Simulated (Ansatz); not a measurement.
TiSi2:

```
Ti Si
1.0
     1.76511   -6.75928    0.00000
     1.76511    6.75928    0.00000
     0.00000    0.00000    3.56517
Ti Si
2 4
Direct
  0.10312 0.89688 0.25000
  0.89688 0.10312 0.75000
  0.75031 0.24969 0.25000
  0.24969 0.75031 0.75000
  0.44175 0.55825 0.25000
  0.55825 0.44175 0.75000
```

The cell comes from a database or a generator and needn't be the stable form of this composition.

Base run:

```yaml
Program: Ansatz 0.2.0
Functional: PBEsol
Potentials_or_basis: Ansatz PAW
Cutoff: "420 eV (not typed: the program's choice for these potentials)"
k_mesh: 8 × 8 × 8
Occupations: fermi-dirac, width 0.05 eV
Spin: no spin polarisation
```

Its results: band gap on the k mesh none (metal or under the smearing width); pressure -2.2 GPa; largest force 0.204 eV/Å.

Q: The run is repeated on the same cell with these changes: hubbard terms from none to Ti d U = 3 eV; hubbard projectors from none to ortho-atomic (the default). What comes out?

A: Band gap on the k mesh none (metal or under the smearing width); pressure 0.3 GPa; largest force 0.247 eV/Å.

Caveats: the PAW data sets come from PBE, with cores solved anew for the run's functional, which leaves a small shift of forces and pressure; U without spin polarisation on a metal has little footing (some runs); the U is typed as a test and isn't derived for this compound (some runs).
